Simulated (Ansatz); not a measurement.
`CI` + `F[C](F)F`• → `[CH2]I`• + `FC(F)F` at 700 K and 1 bar (hydrogen abstraction from a C–H bond).

Gas-phase electronic energies from Ansatz, PBE0-D4/def2-TZVP geometries. CCSD(T)/CBS adds triple-zeta CCSD(T) − MP2 to the extrapolated MP2 energy (def2 sets, frozen cores). This one scheme is used for every species. Open shells (•) are unrestricted, without spin–orbit coupling. Elements past krypton have def2 core potentials. For I outer-core shells are correlated without core-valence functions, which leaves a few kJ/mol of doubt a bond.

```json
{"species": "`CI`", "CCSD(T)/CBS energy (Eh)": "-337.29646", "H − E (kJ/mol)": "129.8", "S (J/(mol·K))": "300.5"}
{"species": "`F[C](F)F`•", "CCSD(T)/CBS energy (Eh)": "-337.34656", "H − E (kJ/mol)": "68.7", "S (J/(mol·K))": "315.8"}
{"species": "`[CH2]I`•", "CCSD(T)/CBS energy (Eh)": "-336.62231", "H − E (kJ/mol)": "91.4", "S (J/(mol·K))": "311.9"}
{"species": "`FC(F)F`", "CCSD(T)/CBS energy (Eh)": "-338.02896", "H − E (kJ/mol)": "105.5", "S (J/(mol·K))": "315.2"}
```

H − E and S are ideal-gas, rigid-rotor, harmonic terms from PBE0-D4/def2-TZVP, with the whole ground term of open shells counted as degenerate. 1 Eh = 2625.50 kJ/mol, R = 8.31446 J/(mol·K).

**Question.** By hand: ΔE, ΔH, ΔS and ΔG.

**Answer.** ΔE = (-336.62231) + (-338.02896) − (-337.29646) − (-337.34656) = -0.00825 Eh = -21.7 kJ/mol. Δ(H − E) = 91.4 + 105.5 − 129.8 − 68.7 = -1.6, so ΔH = -23.3 kJ/mol. ΔS = 311.9 + 315.2 − 300.5 − 315.8 = 10.8 J/(mol·K). ΔG = -23.3 − 700 × (10.8)/1000 = -30.9 kJ/mol.

**Question.** By hand: the equilibrium constant, and the temperature at which ΔG would vanish if ΔH and ΔS stayed fixed.

**Answer.** log₁₀ K = −ΔG/(RT ln 10) = 2.3. ΔH and −TΔS have one sign here, so there is no such temperature.

The number of gas molecules stays the same, so ΔS is small and ΔH decides. A doubt of 5 kJ/mol in ΔE shifts log₁₀ K by 0.4 here. These are equilibria of isolated gas molecules and say nothing of rates. Largest T1 diagnostic: 0.016 (customary marks: 0.02 for closed shells, 0.045 for open ones).
